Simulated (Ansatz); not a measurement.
FeO under changes of volume

One of the cells (10.013 Å³/atom); the others are scaled copies at fixed shape and fractional positions:

```
Fe O
1.0
     0.00000    2.15540    2.15540
     2.15540    0.00000    2.15540
     2.15540    2.15540    0.00000
Fe O
1 1
Direct
  0.00000 0.00000 0.00000
  0.50000 0.50000 0.50000
```

* Program: Ansatz 0.2.0
* Functional: PBE
* Potentials or basis: PseudoDojo standard (PBE files)
* Cutoff: 1225 eV
* Density cutoff: 4898 eV
* k mesh: 11 × 11 × 11
* Occupations: fermi-dirac, width 0.05 eV
* Spin: collinear spin, ferromagnetic start
* Starting moments: [3.0, 0.0] μB

```tsv
volume (Å³/atom)	energy over the lowest point (meV/atom)	pressure (GPa)
9.413	?	?
9.613	7.30	7.2
9.813	1.11	2.9
10.013	0.00	-0.9
10.214	3.42	-4.4
10.414	10.92	-7.4
10.614	22.09	-10.2
```

Question: What does the run at 9.413 Å³/atom give?

Answer: Energy over the lowest point 19.17 meV/atom; pressure 12.0 GPa.

Worked out: A Birch-Murnaghan fit of order 3 (a polynomial in V^(-2/3)) to the other rows has its minimum at 9.96 Å³/atom with B0 = V·E''(V) = 186 GPa and B' = 4.3. It gives 19.10 meV/atom at 9.413 Å³/atom, against the run's 19.17, and -dE/dV = 11.9 GPa, against 12.0.

Energies are extrapolated to zero smearing.

Caveats: a cell with one magnetic atom can't hold antiferromagnetic order, which such compounds often take.
